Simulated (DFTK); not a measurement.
Crystal: TaN.

```
Ta N
1.0
     0.00000    2.21132    2.21132
     2.21132    0.00000    2.21132
     2.21132    2.21132    0.00000
Ta N
1 1
Direct
  0.50000 0.50000 0.50000
  0.00000 0.00000 0.00000
```

The cell comes from a database or a generator and needn't be the stable form of this composition.

```yaml
Program: DFTK 0.8.2
Task: single point
Functional: PBEsol
Potentials_or_basis: dojo.nc.sr.pbesol.v0_4_1.standard.upf (PBEsol)
Cutoff: 1143 eV
k_mesh: 10 × 10 × 10
Occupations: fermi-dirac, width 0.05 eV
Spin: no spin polarisation
```

On this cell: pressure -11.1 GPa; largest force zero by symmetry; band gap on the k mesh none (metal or under the smearing width).

The same run follows on a disturbed copy (atoms moved at random, drawn with an rms of 0.05 Å):

```xyz
2
Lattice="0.0000 2.2113 2.2113 2.2113 0.0000 2.2113 2.2113 2.2113 0.0000" Properties=species:S:1:pos:R:3 pbc="T T T"
Ta    2.2405    2.3053    2.2063
N     0.0022    0.0062   -0.0610
```

What changes?

The energy (extrapolated to zero smearing) moves by +19.3 meV/atom; pressure -9.3 GPa; largest force 0.770 eV/Å; band gap on the k mesh none (metal or under the smearing width).

Forces on the atoms (eV/Å):
```
Ta  -0.191 -0.625 -0.407
N    0.191  0.625  0.407
```

Stress tensor (GPa, compression positive):
```
-10.45  -0.16  -0.06
 -0.16  -7.98  -0.26
 -0.06  -0.26  -9.57
```
